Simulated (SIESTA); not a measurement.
The system is SnTe.

```
Te Sn
1.0
     0.00000    3.15085    3.15085
     3.15085    0.00000    3.15085
     3.15085    3.15085    0.00000
Te Sn
1 1
Direct
  0.50000 0.50000 0.50000
  0.00000 0.00000 0.00000
```

Base run:

| Quantity | Value |
| --- | --- |
| Program | SIESTA 5.4.2 |
| Functional | vdW-DF-cx |
| Potentials or basis | PseudoDojo 0.4 standard (PBE files) |
| Basis | DZP (energy shift 0.003 Ry; two zetas on semicore shells) |
| Grid cutoff | 500 Ry |
| Energy shift | 0.003 Ry |
| k mesh | 7 × 7 × 7 |
| Occupations | fermi-dirac, width 0.05 eV |
| Spin | no spin polarisation |

Its results: pressure 1.2 GPa.

Question: The run is repeated on the same cell with these changes: functional from vdW-DF-cx to RPBE. What comes out?

Answer: Pressure 4.3 GPa.

Caveats: the potentials were made for another functional, which shifts forces and pressure; the basis of atomic orbitals isn't converged, which shifts pressures, moduli and gaps.
